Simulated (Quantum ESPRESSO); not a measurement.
# 2H-WS2, 1 layer, stepped through biaxial strain, part 6 of 8

Aim: how the results for 2H-WS2, 1 layer change with biaxial strain.

Quantum ESPRESSO 7.5; plane-wave DFT, PBE, GBRV ultrasoft pseudopotentials.

So far. Step 6 (Band structure, -4 %): Along this path the valence top lies at K and the conduction bottom between K and Γ. Step 8 (Bands along a path, -4 %): Along this path the valence top lies at K and the conduction bottom between K and Γ.

### Step 9. Relaxing the ions, -3 %

Level of this step: plane-wave DFT, PBE, GBRV ultrasoft pseudopotentials (Quantum ESPRESSO 7.5).

The input, m1.relax.in:

```
&control
  prefix = 'm1.relax'
  outdir = './out'
  pseudo_dir = './pseudo'
  nstep = 40
  forc_conv_thr = 0.0003
  calculation = 'relax'
  tstress = .true.
/
&system
  ibrav = 0
  nat = 3
  ntyp = 2
  ecutwfc = 50
  ecutrho = 250
  occupations = 'smearing'
  smearing = 'fd'
  degauss = 0.002
/
&electrons
  conv_thr = 1e-09
  mixing_beta = 0.4
  electron_maxstep = 120
  mixing_mode = 'plain'
/
&ions
/
ATOMIC_SPECIES
  S   32.0600  s_pbe_v1.4.uspp.F.UPF
  W   183.8400  w_pbe_v1.2.uspp.F.UPF
CELL_PARAMETERS angstrom
  3.09057308443000 0.00000000000000 0.00000000000000
  -1.54528654173000 2.67651480364000 0.00000000000000
  0.00000000000000 0.00000000000000 18.47562023200000
ATOMIC_POSITIONS crystal
  S   0.333333333300 0.666666666700 0.414857061600
  W   0.000000000000 0.000000000000 0.500000000000
  S   0.333333333300 0.666666666700 0.585142938400
K_POINTS automatic
  12 12 1 0 0 0
```

On the command line:

```sh
$ OMP_NUM_THREADS=1 mpirun -n 4 pw.x -nk 4 -in m1.relax.in > m1.relax.out
```

Log:

```text
[banner, memory and clock lines left out]
Program PWSCF v.7.5 starts
[...]
Message from routine setup:
[...]
number of electrons       =        26.00
     number of Kohn-Sham states=           17
     kinetic-energy cutoff     =      50.0000  Ry
     charge density cutoff     =     250.0000  Ry
[...]
number of k points=    19  Fermi-Dirac smearing, width (Ry)=  0.0020
[...]
Dense  grid:    68917 G-vectors     FFT dimensions: (  30,  30, 180)
[...]
negative rho (up, down):  6.104E-02 0.000E+00
     Starting wfcs are   21 randomized atomic wfcs
[...]
negative rho (up, down):  6.229E-02 0.000E+00
[...]
estimated scf accuracy    <       0.09590285 Ry
[...]
negative rho (up, down):  6.377E-02 0.000E+00
[...]
estimated scf accuracy    <       0.01180587 Ry
[...]
negative rho (up, down):  6.424E-02 0.000E+00
[...]
estimated scf accuracy    <       0.00248264 Ry
[...]
negative rho (up, down):  6.490E-02 0.000E+00
[...]
estimated scf accuracy    <       0.00132644 Ry
[...]
negative rho (up, down):  6.497E-02 0.000E+00
[...]
estimated scf accuracy    <       0.00021777 Ry
[...]
negative rho (up, down):  6.491E-02 0.000E+00
[...]
estimated scf accuracy    <       0.00000933 Ry
[...]
negative rho (up, down):  6.487E-02 0.000E+00
[...]
estimated scf accuracy    <       0.00000076 Ry
[...]
negative rho (up, down):  6.484E-02 0.000E+00
[...]
estimated scf accuracy    <       0.00000007 Ry
[...]
negative rho (up, down):  6.483E-02 0.000E+00
[...]
estimated scf accuracy    <          4.3E-09 Ry
[...]
negative rho (up, down):  6.483E-02 0.000E+00
[...]
estimated scf accuracy    <          1.5E-09 Ry
[...]
negative rho (up, down):  6.483E-02 0.000E+00
[...]
the Fermi energy is     1.5324 ev
!    total energy              =    -207.51119040 Ry
     estimated scf accuracy    <          6.7E-11 Ry
     smearing contrib. (-TS)   =      -0.00000000 Ry
     internal energy E=F+TS    =    -207.51119040 Ry
[...]
one-electron contribution =   -1038.19810650 Ry
     hartree contribution      =     519.56151721 Ry
     xc contribution           =     -58.33738123 Ry
     ewald contribution        =     369.46278012 Ry
     convergence has been achieved in  11 iterations
     negative rho (up, down):  6.483E-02 0.000E+00
[...]
Total force =     0.040478     Total SCF correction =     0.000020
[...]
negative rho (up, down):  6.483E-02 0.000E+00
[...]
negative rho (up, down):  6.485E-02 0.000E+00
[...]
negative rho (up, down):  6.484E-02 0.000E+00
[...]
estimated scf accuracy    <       0.00012647 Ry
[...]
negative rho (up, down):  6.484E-02 0.000E+00
[...]
estimated scf accuracy    <       0.00015489 Ry
[...]
negative rho (up, down):  6.485E-02 0.000E+00
[...]
estimated scf accuracy    <       0.00000541 Ry
[...]
negative rho (up, down):  6.485E-02 0.000E+00
[...]
estimated scf accuracy    <       0.00000204 Ry
[...]
negative rho (up, down):  6.484E-02 0.000E+00
[...]
estimated scf accuracy    <       0.00000006 Ry
[...]
negative rho (up, down):  6.484E-02 0.000E+00
[...]
estimated scf accuracy    <       0.00000004 Ry
[...]
negative rho (up, down):  6.484E-02 0.000E+00
[...]
estimated scf accuracy    <          4.2E-09 Ry
[...]
negative rho (up, down):  6.484E-02 0.000E+00
[...]
the Fermi energy is     1.4806 ev
!    total energy              =    -207.51246414 Ry
     estimated scf accuracy    <          7.0E-11 Ry
     smearing contrib. (-TS)   =      -0.00000000 Ry
     internal energy E=F+TS    =    -207.51246414 Ry
[...]
one-electron contribution =   -1033.99508707 Ry
     hartree contribution      =     517.47115478 Ry
     xc contribution           =     -58.31033784 Ry
     ewald contribution        =     367.32180599 Ry
     convergence has been achieved in   8 iterations
     negative rho (up, down):  6.484E-02 0.000E+00
[...]
Total force =     0.022594     Total SCF correction =     0.000013
[...]
negative rho (up, down):  6.484E-02 0.000E+00
[...]
negative rho (up, down):  6.486E-02 0.000E+00
[...]
negative rho (up, down):  6.485E-02 0.000E+00
[...]
estimated scf accuracy    <       0.00016019 Ry
[...]
negative rho (up, down):  6.486E-02 0.000E+00
[...]
estimated scf accuracy    <       0.00021805 Ry
[...]
negative rho (up, down):  6.486E-02 0.000E+00
[...]
estimated scf accuracy    <       0.00000656 Ry
[...]
negative rho (up, down):  6.486E-02 0.000E+00
[...]
estimated scf accuracy    <       0.00000267 Ry
[...]
negative rho (up, down):  6.486E-02 0.000E+00
[...]
estimated scf accuracy    <       0.00000008 Ry
[...]
negative rho (up, down):  6.485E-02 0.000E+00
[...]
estimated scf accuracy    <       0.00000006 Ry
[...]
negative rho (up, down):  6.485E-02 0.000E+00
[...]
estimated scf accuracy    <       0.00000003 Ry
[...]
negative rho (up, down):  6.485E-02 0.000E+00
[...]
estimated scf accuracy    <          5.0E-10 Ry
[...]
negative rho (up, down):  6.485E-02 0.000E+00
[...]
estimated scf accuracy    <          3.6E-10 Ry
[...]
negative rho (up, down):  6.485E-02 0.000E+00
[...]
the Fermi energy is     1.4217 ev
!    total energy              =    -207.51304722 Ry
     estimated scf accuracy    <          2.8E-11 Ry
     smearing contrib. (-TS)   =      -0.00000000 Ry
     internal energy E=F+TS    =    -207.51304722 Ry
[...]
one-electron contribution =   -1029.37255924 Ry
     hartree contribution      =     515.17141836 Ry
     xc contribution           =     -58.28106545 Ry
     ewald contribution        =     364.96915911 Ry
     convergence has been achieved in  10 iterations
     negative rho (up, down):  6.485E-02 0.000E+00
[...]
Total force =     0.003738     Total SCF correction =     0.000016
[...]
negative rho (up, down):  6.485E-02 0.000E+00
[...]
negative rho (up, down):  6.486E-02 0.000E+00
[...]
negative rho (up, down):  6.485E-02 0.000E+00
[...]
estimated scf accuracy    <       0.00000617 Ry
[...]
negative rho (up, down):  6.486E-02 0.000E+00
[...]
estimated scf accuracy    <       0.00000816 Ry
[...]
negative rho (up, down):  6.486E-02 0.000E+00
[...]
estimated scf accuracy    <       0.00000026 Ry
[...]
negative rho (up, down):  6.486E-02 0.000E+00
[...]
estimated scf accuracy    <       0.00000008 Ry
[...]
negative rho (up, down):  6.486E-02 0.000E+00
[...]
estimated scf accuracy    <          3.6E-09 Ry
[...]
negative rho (up, down):  6.486E-02 0.000E+00
[...]
estimated scf accuracy    <          1.0E-09 Ry
[...]
negative rho (up, down):  6.486E-02 0.000E+00
[...]
estimated scf accuracy    <          8.3E-10 Ry
[...]
negative rho (up, down):  6.486E-02 0.000E+00
[...]
the Fermi energy is     1.4099 ev
!    total energy              =    -207.51306415 Ry
     estimated scf accuracy    <          1.7E-11 Ry
     smearing contrib. (-TS)   =      -0.00000000 Ry
     internal energy E=F+TS    =    -207.51306415 Ry
[...]
one-electron contribution =   -1028.45627434 Ry
     hartree contribution      =     514.71539307 Ry
     xc contribution           =     -58.27531912 Ry
     ewald contribution        =     364.50313624 Ry
     convergence has been achieved in   8 iterations
     negative rho (up, down):  6.486E-02 0.000E+00
[...]
Total force =     0.000105     Total SCF correction =     0.000014
[...]
negative rho (up, down):  6.486E-02 0.000E+00
[...]
```

Wall time 67 s (4 MPI ranks of Arm Neoverse V1, shared host); peak memory 0.75 GiB.

The steps of the relaxation:

| step | energy less that of the first step (eV) | largest force (eV/Å) |
| --- | --- | --- |
| 1 | 0.0000 | 0.7359 |
| 2 | -0.0173 | 0.4108 |
| 3 | -0.0253 | 0.0680 |
| 4 | -0.0255 | 0.0019 |

The atoms that moved most (Å):

| atom | dx | dy | dz | length |
| --- | --- | --- | --- | --- |
| S1 | 0.000 | 0.000 | -0.035 | 0.035 |
| S3 | 0.000 | 0.000 | 0.035 | 0.035 |

The relaxed structure:

```xyz
3
Lattice="3.0906 0.0000 0.0000 -1.5453 2.6765 0.0000 0.0000 0.0000 18.4756" Properties=species:S:1:pos:R:3
S     0.0000    1.7843    7.6296
W     0.0000    0.0000    9.2378
S     0.0000    1.7843   10.8460
```

The relaxation lowers the energy by 8 meV an atom.

This step gave:

| Quantity | Value |
| --- | --- |
| free energy | -2823.3591 eV |
| Fermi energy | 1.410 eV |

### Step 10. Self-consistent run, -3 %

The input, m1.scf.in:

```
&control
  prefix = 'm1.scf'
  outdir = './out'
  pseudo_dir = './pseudo'
  calculation = 'scf'
  tprnfor = .true.
/
&system
  ibrav = 0
  nat = 3
  ntyp = 2
  ecutwfc = 40
  ecutrho = 200
  occupations = 'smearing'
  smearing = 'fd'
  degauss = 0.002
  nbnd = 17
/
&electrons
  conv_thr = 1e-09
  mixing_beta = 0.4
  electron_maxstep = 120
  mixing_mode = 'plain'
/
ATOMIC_SPECIES
  S   32.0600  s_pbe_v1.4.uspp.F.UPF
  W   183.8400  w_pbe_v1.2.uspp.F.UPF
CELL_PARAMETERS angstrom
  3.09057308443000 0.00000000000000 0.00000000000000
  -1.54528654173000 2.67651480364000 0.00000000000000
  0.00000000000000 0.00000000000000 18.47562023200000
ATOMIC_POSITIONS crystal
  S   0.333333333300 0.666666666700 0.412956741100
  W   0.000000000000 0.000000000000 0.500000000000
  S   0.333333333300 0.666666666700 0.587043258900
K_POINTS automatic
  12 12 1 0 0 0
```

On the command line:

```sh
$ OMP_NUM_THREADS=1 mpirun -n 4 pw.x -nk 4 -in m1.scf.in > m1.scf.out
```

Log:

```text
[banner, memory and clock lines left out]
Program PWSCF v.7.5 starts
[...]
Message from routine setup:
[...]
number of electrons       =        26.00
     number of Kohn-Sham states=           17
     kinetic-energy cutoff     =      40.0000  Ry
     charge density cutoff     =     200.0000  Ry
[...]
number of k points=    19  Fermi-Dirac smearing, width (Ry)=  0.0020
[...]
Dense  grid:    49171 G-vectors     FFT dimensions: (  27,  27, 160)
[...]
negative rho (up, down):  6.575E-02 0.000E+00
     Starting wfcs are   21 randomized atomic wfcs
[...]
negative rho (up, down):  6.672E-02 0.000E+00
[...]
estimated scf accuracy    <       0.09663079 Ry
[...]
negative rho (up, down):  6.803E-02 0.000E+00
[...]
estimated scf accuracy    <       0.01152652 Ry
[...]
negative rho (up, down):  6.835E-02 0.000E+00
[...]
estimated scf accuracy    <       0.00341566 Ry
[...]
negative rho (up, down):  6.904E-02 0.000E+00
[...]
estimated scf accuracy    <       0.00132267 Ry
[...]
negative rho (up, down):  6.913E-02 0.000E+00
[...]
estimated scf accuracy    <       0.00027357 Ry
[...]
negative rho (up, down):  6.908E-02 0.000E+00
[...]
estimated scf accuracy    <       0.00000483 Ry
[...]
negative rho (up, down):  6.906E-02 0.000E+00
[...]
estimated scf accuracy    <       0.00000165 Ry
[...]
negative rho (up, down):  6.902E-02 0.000E+00
[...]
estimated scf accuracy    <       0.00000005 Ry
[...]
negative rho (up, down):  6.902E-02 0.000E+00
[...]
estimated scf accuracy    <       0.00000005 Ry
[...]
negative rho (up, down):  6.902E-02 0.000E+00
[...]
estimated scf accuracy    <       0.00000001 Ry
[...]
negative rho (up, down):  6.902E-02 0.000E+00
[...]
estimated scf accuracy    <          4.4E-09 Ry
[...]
negative rho (up, down):  6.902E-02 0.000E+00
[...]
the Fermi energy is     1.4091 ev
!    total energy              =    -207.50782185 Ry
     estimated scf accuracy    <          8.2E-10 Ry
     smearing contrib. (-TS)   =      -0.00000000 Ry
     internal energy E=F+TS    =    -207.50782185 Ry
[...]
one-electron contribution =   -1028.43882625 Ry
     hartree contribution      =     514.70384625 Ry
     xc contribution           =     -58.27597813 Ry
     ewald contribution        =     364.50313628 Ry
     convergence has been achieved in  12 iterations
     negative rho (up, down):  6.902E-02 0.000E+00
[...]
Total force =     0.000107     Total SCF correction =     0.000099
[...]
```

It took 14 s on 4 MPI ranks; peak memory 0.35 GiB.

This step gave:

* free energy: -2823.2877 eV
* Fermi energy: 1.409 eV
* valence top, on the run's zero: 0.2373 eV
* conduction bottom, on the run's zero: 2.071 eV
* gap by band count: 1.834 eV

### Step 11. Self-consistent run, -3 %

Level of this step: plane-wave DFT, PBE, PseudoDojo fully relativistic norm-conserving pseudopotentials (Quantum ESPRESSO 7.5).

m1.soc.in is the input of step 10 with these lines changed:

```diff
@@ -1,3 +1,3 @@
 &control
-  prefix = 'm1.scf'
+  prefix = 'm1.soc'
   outdir = './out'
@@ -11,4 +11,4 @@
   ntyp = 2
-  ecutwfc = 40
-  ecutrho = 200
+  ecutwfc = 62
+  ecutrho = 248
   occupations = 'smearing'
@@ -16,6 +16,8 @@
   degauss = 0.002
-  nbnd = 17
+  noncolin = .true.
+  lspinorb = .true.
+  nbnd = 32
 /
 &electrons
-  conv_thr = 1e-09
+  conv_thr = 1e-07
   mixing_beta = 0.4
@@ -25,4 +27,4 @@
 ATOMIC_SPECIES
-  S   32.0600  s_pbe_v1.4.uspp.F.UPF
-  W   183.8400  w_pbe_v1.2.uspp.F.UPF
+  S   32.0600  S.dojo-fr-pbe-0.4-standard.upf
+  W   183.8400  W.dojo-fr-pbe-0.4-standard.upf
 CELL_PARAMETERS angstrom
@@ -36,2 +38,2 @@
 K_POINTS automatic
-  12 12 1 0 0 0
+  6 6 1 0 0 0
```

On the command line:

```sh
$ OMP_NUM_THREADS=1 mpirun -n 4 pw.x -nk 2 -in m1.soc.in > m1.soc.out
```

Log:

```text
[banner, memory and clock lines left out]
Program PWSCF v.7.5 starts
[...]
Message from routine setup:
[...]
number of electrons       =        26.00
     number of Kohn-Sham states=           32
     kinetic-energy cutoff     =      62.0000  Ry
     charge density cutoff     =     248.0000  Ry
[...]
number of k points=     7  Fermi-Dirac smearing, width (Ry)=  0.0020
[...]
Dense  grid:    68101 G-vectors     FFT dimensions: (  30,  30, 180)
[...]
negative rho (up, down):  4.608E-05 0.000E+00
     Starting wfcs are   36 randomized atomic wfcs
[...]
negative rho (up, down):  2.541E-05 0.000E+00
[...]
estimated scf accuracy    <       0.09004644 Ry
[...]
negative rho (up, down):  9.675E-06 0.000E+00
[...]
estimated scf accuracy    <       0.01116668 Ry
[...]
negative rho (up, down):  4.421E-06 0.000E+00
[...]
estimated scf accuracy    <       0.00207985 Ry
[...]
negative rho (up, down):  6.751E-07 0.000E+00
[...]
estimated scf accuracy    <       0.00137682 Ry
[...]
negative rho (up, down):  1.113E-07 0.000E+00
[...]
estimated scf accuracy    <       0.00030447 Ry
[...]
negative rho (up, down):  2.158E-08 0.000E+00
[...]
estimated scf accuracy    <       0.00000972 Ry
[...]
estimated scf accuracy    <       0.00000127 Ry
[...]
the Fermi energy is     1.1878 ev
!    total energy              =    -196.31693282 Ry
     estimated scf accuracy    <       0.00000007 Ry
     smearing contrib. (-TS)   =      -0.00000000 Ry
     internal energy E=F+TS    =    -196.31693282 Ry
[...]
one-electron contribution =   -1029.95359182 Ry
     hartree contribution      =     515.20738772 Ry
     xc contribution           =     -46.07386501 Ry
     ewald contribution        =     364.50313629 Ry
     convergence has been achieved in   8 iterations
[...]
Total force =     0.000084     Total SCF correction =     0.000384
[...]
```

Wall time 24 s (4 MPI ranks); peak memory 0.55 GiB; 97 s of CPU time.

Numbers from this step:

| Property | Result |
| --- | --- |
| free energy | -2671.0279 eV |
| Fermi energy | 1.188 eV |
| valence top, on the run's zero | 0.4305 eV |
| conduction bottom, on the run's zero | 1.946 eV |
| gap by band count | 1.515 eV |

[end of part 6 of 8]

[Logs are printed without paths, hosts, clocks, repeated set-up lines and the standing remarks that a program may print on its own settings, such as how far it seeks lower states.]

[Hosts, paths, dates, database ids (printed as entryN), source tags and the programs' standing remarks are cut or masked in the printed files.]

[Maps of the electrostatic potential energy from Ansatz leave out the sawtooth potential of an applied field or a dipole correction, so their vacuum need not be flat; planar profiles and work functions include it.]
